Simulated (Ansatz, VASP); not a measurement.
**One calculation of TiS2, two programs**

```xyz
3
Lattice="3.4346 0.0000 0.0000 -1.7173 2.9744 0.0000 0.0000 0.0000 5.7327" Properties=species:S:1:pos:R:3 pbc="T T T"
Ti    0.0000    0.0000    0.0000
S     1.7173    0.9915    4.2995
S     0.0000    1.9830    1.4332
```

Change from the starting cell: volume scaled by 1.02.

Alike in both runs: task single point; functional PBEsol; k mesh 9 × 9 × 5; occupations fermi-dirac, width 0.05 eV; no spin polarisation.

|  | VASP | Ansatz |
| --- | --- | --- |
| version | VASP 6.6.1 | Ansatz 0.2.0 |
| potentials or method | VASP PAW PBE potentials, release 64 (Ti_sv, S) | Ansatz PAW |
| plane-wave cutoff (eV) | 520 | 420 |
| valence electrons in the cell | 24 | 24 |

|  | VASP | Ansatz | Ansatz less VASP |
| --- | --- | --- | --- |
| gap on the k mesh at the Fermi level (eV) | none | none | - |
| pressure (GPa) | -5.2 | -5.3 | -0.02 |
| largest component of the traceless stress (GPa) | 1.11 | 1.06 | -0.054 |
| rms of the force components (eV/Å) | 0.221 | 0.227 | +0.0061 |

Atom by atom the forces differ by 0.006 eV/Å (rms over components). A gap of «none» marks a metal or a gap that the smearing closes.

Caveats: this functional lacks dispersion, which binds the layers, so the pressure and a relaxed spacing across them are unreliable; the PAW data sets were made with another functional, which shifts forces and pressure a little (VASP); the PAW data sets come from PBE, with cores solved anew for the run's functional, which leaves a small shift of forces and pressure (Ansatz).
